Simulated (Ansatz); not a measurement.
Input:

LiI (rock salt), conventional cell a = b = c = 6.0190 Å, α = β = γ = 90.00°. The calculation uses the primitive cell of 2 atoms, to which meshes and values per cell refer.

This relaxed cell (volume V₀) is scaled evenly in all directions, its shape held. Symmetry pins the atoms to their sites.

Calculation: PBE (plane waves to 420 eV, PAW, scalar-relativistic; Ansatz, a first-principles code). k mesh 10×10×10 (Γ-centred), Fermi-Dirac smearing 0.05 eV. E stands for the smeared free energy. Stress and pressure are positive under compression. LiI was relaxed with its symmetry unable to fall. Spin-orbit coupling is left out, though I is heavy. ΔE is measured from the relaxed starting cell.

The scan covers V/V₀ from 0.840 to 1.160 in 13 points.

### Question
What is ΔE at V/V₀ = 1.160?

### Answer
32.7 meV/atom.

### Question
What is ΔE at V/V₀ = 0.840?

### Answer
59.3 meV/atom.

### Question
What pressure does the cell carry at V/V₀ = 0.840?

### Answer
5.10 GPa.

(A scan under strain: stresses follow from slopes of the energy per volume, elastic moduli from its curvatures.)
